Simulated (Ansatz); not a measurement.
## CuCl2 under changes of volume

One of the cells (46.505 Å³/atom); the others are scaled copies at fixed shape and fractional positions:

```
CELL_PARAMETERS angstrom
-2.25486 2.25486 6.85990
2.25486 -2.25486 6.85990
2.25486 2.25486 -6.85990
ATOMIC_POSITIONS crystal
Cu 0.00000 0.00000 0.00000
Cl 0.00000 0.50000 0.50000
Cl 0.50000 0.00000 0.50000
```

Measurements of this composition are mostly on another form, of space group No. 12.

```yaml
Program: Ansatz 0.2.0
Functional: r2SCAN
Potentials_or_basis: Ansatz PAW
Cutoff: "500 eV (not typed: the program's choice for these potentials)"
k_mesh: 8 × 8 × 8
Occupations: fermi-dirac, width 0.05 eV
Spin: no spin polarisation
```

```tsv
volume (Å³/atom)	energy over the lowest point (meV/atom)	pressure (GPa)
43.714	8.92	1.4
44.644	?	?
45.574	0.00	0.2
46.505	0.17	-0.3
47.435	2.97	-0.7
48.365	8.12	-1.1
49.295	15.36	-1.4
```

Question: What does the run at 44.644 Å³/atom give?

Answer: Energy over the lowest point 2.80 meV/atom; pressure 0.8 GPa.

Worked out: A Birch-Murnaghan fit of order 3 (a polynomial in V^(-2/3)) to the other rows has its minimum at 45.98 Å³/atom with B0 = V·E''(V) = 24 GPa and B' = 4.7 at fixed shape and positions, which overstates the stiffness. It gives 2.80 meV/atom at 44.644 Å³/atom, against the run's 2.80, and -dE/dV = 0.8 GPa, against 0.8.

Energies are extrapolated to zero smearing.

Caveats: an odd number of electrons without spin polarisation forces a metal; a magnetic or distorted state may lie lower; the run has no spin polarisation, though such a crystal can be magnetic; the PAW data sets come from PBE, with cores solved anew for the run's functional, which leaves a small shift of forces and pressure.
